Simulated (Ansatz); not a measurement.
Bicrystals of relaxed bulk Au (Fm-3m, 17.97 Å³/atom, gap on the mesh 0.00 eV): one grain is mirrored in the boundary plane and shifted (fractions of the plane's cell), where said the two species change places in it, close atoms are joined, tilt boundaries are opened by 0.15 Å, then atoms and the cell's height are relaxed. Energies are the mean of the cell's two boundaries over the bulk on a matched mesh; other shifts may lie lower.

These are results of DFT PBE, scalar-relativistic, plane waves, PAW in Ansatz, not measurements.

Cutoff 420 eV, Gaussian smearing of 0.10 eV, energies at zero smearing, symmetry of each start kept, no spin polarisation.

```
                                          start atoms k mesh boundary energy (mJ/m²) excess width (Å) gap on the mesh (eV)
Σ5 (310), mirror between planes, shift [0.5, 0]     20   8×6×3                      541              0.47                     0
    Σ5 (310), mirror on a plane, shift [0.5, 0]     20   8×6×3                      438              0.39                     0
```

Spin-orbit coupling is left out, which matters for the bands of heavy elements.

Small energy differences in metals hang on the k mesh (about 10 mJ/m² or 1 to 2 meV/atom on the mesh of the relaxation).

Cost: 2 runs of about 2.3 core-hours in all, on Arm Neoverse V1 (shared hosts).